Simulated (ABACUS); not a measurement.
The system is W.

```xyz
1
Lattice="2.7407 0.0000 0.0000 -0.9136 2.5840 0.0000 -0.9136 -1.2920 2.2378" Properties=species:S:1:pos:R:3 pbc="T T T"
W     0.0000    0.0000    0.0000
```

```yaml
Program: ABACUS 3.10.1
Task: relaxation of cell and atoms
Functional: PW91
Potentials_or_basis: PseudoDojo NC SR 0.5 PBE stringent
Cutoff: 1007 eV
Density_cutoff: 4027 eV
Basis: plane waves
k_mesh: 10 × 10 × 10
Occupations: fermi-dirac, width 0.05 eV
Spin: no spin polarisation
```

At the start: pressure 6.4 GPa; volume 15.85 Å³/atom.

Question: How do energy, volume and symmetry change on relaxing?

Answer: Over 6 steps the energy falls by 6.2 meV/atom and the volume is 16.17 Å³/atom (+2.0 %); space group Im-3m (No. 229, to 0.05 Å).

The path:
| step | energy change (eV) | largest force (eV/Å) | pressure (GPa) | volume (Å³) |
| --- | --- | --- | --- | --- |
| 1 | 0.0000 | 0.0000 | 6.35 | 15.85 |
| 2 | 0.0712 | 0.0000 | -19.00 | 17.39 |
| 3 | -0.0061 | 0.0000 | -0.18 | 16.18 |
| 4 | -0.0061 | 0.0000 | -0.24 | 16.18 |
| 5 | -0.0061 | 0.0000 | 0.70 | 16.13 |
| 6 | -0.0062 | 0.0000 | 0.00 | 16.17 |

Final structure:
```
CELL_PARAMETERS angstrom
2.75890 0.00000 0.00000
-0.91963 2.60112 0.00000
-0.91963 -1.30056 2.25263
ATOMIC_POSITIONS crystal
W 0.00000 0.00000 0.00000
```

Caveat: the potentials were made for another functional, which shifts forces and pressure.
